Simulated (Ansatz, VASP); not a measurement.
One calculation of KF, two programs

```
K F
1.0
     0.00000    2.65441    2.65441
     2.65441    0.00000    2.65441
     2.65441    2.65441    0.00000
K F
1 1
Direct
  0.00000 0.00000 0.00000
  0.50000 0.50000 0.50000
```

The cell is a database's computed one.

Alike in both runs: task relaxation of cell and atoms; functional PBE; k mesh 8 × 8 × 8; occupations gaussian, width 0.02 eV; no spin polarisation.

|  | VASP | Ansatz |
| --- | --- | --- |
| version | VASP 6.6.1 | Ansatz 0.2.0 |
| potentials or method | VASP PAW PBE potentials, release 64 (K_sv, F) | scalar-relativistic, plane waves, PAW |
| plane-wave cutoff (eV) | 600 | 420 |
| valence electrons in the cell | 16 | 16 |

VASP gave:

* gap on the k mesh at the Fermi level, each at its own relaxed structure (eV): 5.94
* relaxed volume (Å³/atom): 19.93
* relaxed cell length with the largest relative difference (Å): 3.834
* energy change over the relaxation (meV/atom): -8

**Question.** Estimate Ansatz's values.

**Answer.** gap on the k mesh at the Fermi level, each at its own relaxed structure (eV): 5.96; relaxed volume (Å³/atom): 19.91; relaxed cell length with the largest relative difference (Å): 3.833; energy change over the relaxation (meV/atom): -8.

A k mesh can miss the band edges. PBE gaps usually lie below the measured ones, often by a third to a half.
